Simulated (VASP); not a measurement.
Calculation: PBE GGA, VASP's PBE PAW potentials (set 64) (plane waves; VASP).

A VASP calculation is set up with these files.

**KPOINTS**
```
k-points along high-symmetry lines
15
Line-mode
Reciprocal
  0.000000   0.000000   0.000000 ! GAMMA
 -0.500000  -0.500000   0.000000 ! X

 -0.500000  -0.500000   0.000000 ! X
 -0.375000  -0.375000   0.250000 ! U

 -0.375000  -0.000000   0.375000 ! K
  0.000000   0.000000   0.000000 ! GAMMA

  0.000000   0.000000   0.000000 ! GAMMA
 -0.000000  -0.000000   0.500000 ! L

 -0.000000  -0.000000   0.500000 ! L
 -0.500000  -0.250000   0.250000 ! W

 -0.500000  -0.250000   0.250000 ! W
 -0.500000  -0.500000   0.000000 ! X
```

### POSCAR
```
ZnTe
1.0
  0.0000000000   3.0919258252   3.0919258252
  3.0919258252   0.0000000000   3.0919258252
  3.0919258252   3.0919258252   0.0000000000
Zn Te
1 1
Cartesian
  0.0000000000   0.0000000000   0.0000000000
  1.5459629126   1.5459629126   1.5459629126
```

### INCAR
```
ALGO = Normal
EDIFF = 1E-6
ENCUT = 520
GGA = PE
ICHARG = 11
ISMEAR = 0
LASPH = .True.
LCHARG = .False.
LMAXMIX = 4
LREAL = .False.
LWAVE = .False.
NELM = 100
PREC = Accurate
SIGMA = 0.05
SYSTEM = ZnTe
```

POTCAR, in this order: Zn Te (PBE.64 set). Program: vasp_std. Read from the step before: CHGCAR.

Output

### OSZICAR
```
       N       E                     dE             d eps       ncg     rms          rms(c)
DAV:   1     0.795794423933E+02    0.79579E+02   -0.86742E+03  2340   0.145E+03
DAV:   2     0.623955945115E+00   -0.78955E+02   -0.75689E+02  2470   0.262E+02
DAV:   3    -0.404185764926E+01   -0.46658E+01   -0.46020E+01  2920   0.622E+01
DAV:   4    -0.411046710410E+01   -0.68609E-01   -0.68594E-01  2914   0.736E+00
DAV:   5    -0.411162649269E+01   -0.11594E-02   -0.11594E-02  2893   0.771E-01
DAV:   6    -0.411167604910E+01   -0.49556E-04   -0.49556E-04  3363   0.119E-01
DAV:   7    -0.411167671017E+01   -0.66107E-06   -0.66101E-06  2541   0.869E-03
   1 F= -.41116767E+01 E0= -.41116767E+01  d E =-.422281E-11
```

**OUTCAR**
```
 val. band max:        2.8173097624   @ k =   0.0000   0.0000   0.0000

 cond. band min:       3.8809354057   @ k =   0.0000   0.0000   0.0000



 k-point     1 :       0.0000    0.0000    0.0000
  band No.  band energies     occupation
      1      -8.7177      2.00000
      2      -3.9576      2.00000
      3      -3.9576      2.00000
      4      -3.9576      2.00000
      5      -3.7478      2.00000
      6      -3.7478      2.00000
      7       2.8173      2.00000
      8       2.8173      2.00000
      9       2.8173      2.00000
     10       3.8809      0.00000
     11       7.2467      0.00000
     12       7.2467      0.00000
     13       7.2467      0.00000

 k-point     2 :      -0.0357   -0.0357    0.0000
  band No.  band energies     occupation
      1      -8.7067      2.00000
      2      -3.9574      2.00000
      3      -3.9562      2.00000
      4      -3.9562      2.00000
      5      -3.7483      2.00000
      6      -3.7475      2.00000
      7       2.6005      2.00000
      8       2.7764      2.00000
      9       2.7764      2.00000
     10       4.0991      0.00000
     11       7.1793      0.00000
     12       7.3074      0.00000
     13       7.3074      0.00000

 k-point     3 :      -0.0714   -0.0714    0.0000
  band No.  band energies     occupation
      1      -8.6739      2.00000
      2      -3.9564      2.00000
      3      -3.9520      2.00000
      4      -3.9520      2.00000
      5      -3.7498      2.00000
      6      -3.7468      2.00000
      7       2.1753      2.00000
      8       2.6610      2.00000
      9       2.6610      2.00000
     10       4.5229      0.00000
     11       7.0067      0.00000
     12       7.4819      0.00000
     13       7.4819      0.00000

 k-point     4 :      -0.1071   -0.1071    0.0000
  band No.  band energies     occupation
      1      -8.6201      2.00000
      2      -3.9545      2.00000
      3      -3.9451      2.00000
      4      -3.9451      2.00000
...
```

The density is held fixed in this step, so its total energy and stress have no physical meaning. Unless said otherwise, spin-orbit coupling is left out, though it shifts the bands of the heavy elements here.

The compound is ZnTe in the zinc blende structure. It was relaxed first.
